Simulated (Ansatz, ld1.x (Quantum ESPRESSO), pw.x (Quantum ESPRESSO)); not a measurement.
beryllium: one change to the RRKJ potential, in the atom and in the diamond crystal

- Element: beryllium
- Generator: ld1.x (Quantum ESPRESSO) 7.5
- Type: norm-conserving RRKJ (Kleinman–Bylander form)
- Functional: PBE
- Relativity: scalar-relativistic
- Frozen core: [He]
- Valence charge: 2
- Reference configuration: 2s1 2p1
- Partial waves: 2s (bound): rc 2.25 bohr; 2p (bound): rc 4.20 bohr; 3d channel at -0.2 Ry: rc 3.50 bohr
- Local potential: all-electron potential smoothed inside 3.60 bohr (lloc = -1)
- Core correction: none
- rho0: 0.005

Change: local potential the s channel.

Cutoffs, loose and tight: the cutoffs (Ry, on a coarse ladder) from which the occupation-weighted sum of valence levels, in a spherical-Bessel basis at the reference potential, stays within 10 and 1 mRy of its value at 400 Ry. They do not see the model core or the augmentation charge, which bear on the density cutoff. Test errors are all-electron minus pseudo excitation energies from the reference, over the configurations 2s2 2p0; 2s1 2p0; 2s1.5 2p0; 2s0 2p2; 2s0 2p1; variants that change the core or the reference have their own tests.

Crystal test: diamond Be in pw.x 7.5, no spin, 9³ k-points, Fermi–Dirac smearing 0.01 Ry, cutoffs set for each file from its atomic test. The reference is all-electron LAPW (Ansatz 0.2.0) with the same functional, mesh and smearing; V0 and B0 come from Birch–Murnaghan fits to the pressures at five volumes. Errors are pseudo minus all-electron; Δ is the rms difference of the E(V) curves that follow from these fits, minima aligned, over ±6 % about the mean V0. Mesh and smearing are coarse, so the numbers serve the comparison and aren't converged zero-temperature values; the lattice is a test structure that the element need not adopt.

All-electron: a0 = 4.900 Å (V0 = 14.71 Å³/atom), B0 = 43.6 GPa.

Does the change bring the crystal closer to the all-electron result?

The mean pressure error goes from -3.60 to -4.81 GPa, so the change moves the solid further from the all-electron pressures. Neither pressure curve crosses zero within the volumes sampled, so no fits are given.

```json
{"quantity": "outcome (atom)", "base": "generated", "changed": "generated"}
{"quantity": "cutoff, loose (atom)", "base": "8 Ry", "changed": "8 Ry"}
{"quantity": "cutoff, tight (atom)", "base": "15 Ry", "changed": "12 Ry"}
{"quantity": "bound ghosts (atom)", "base": "none", "changed": "none"}
{"quantity": "largest test error (meV) (atom)", "base": "+96", "changed": "+109"}
{"quantity": "cutoffs in pw.x (Ry)", "base": "35/140", "changed": "35/140"}
{"quantity": "mean pressure error (GPa)", "base": "-3.60", "changed": "-4.81"}
```

Base: The largest radius (4.20 bohr) exceeds half the bond length (2.01 bohr), so the spheres overlap, which is one possible source of error among others. This is a poor potential for the solid. Changed file: The largest radius (4.20 bohr) exceeds half the bond length (2.01 bohr), so the spheres overlap, which is one possible source of error among others. This is a poor potential for the solid. The atomic cutoffs weigh occupied waves only.
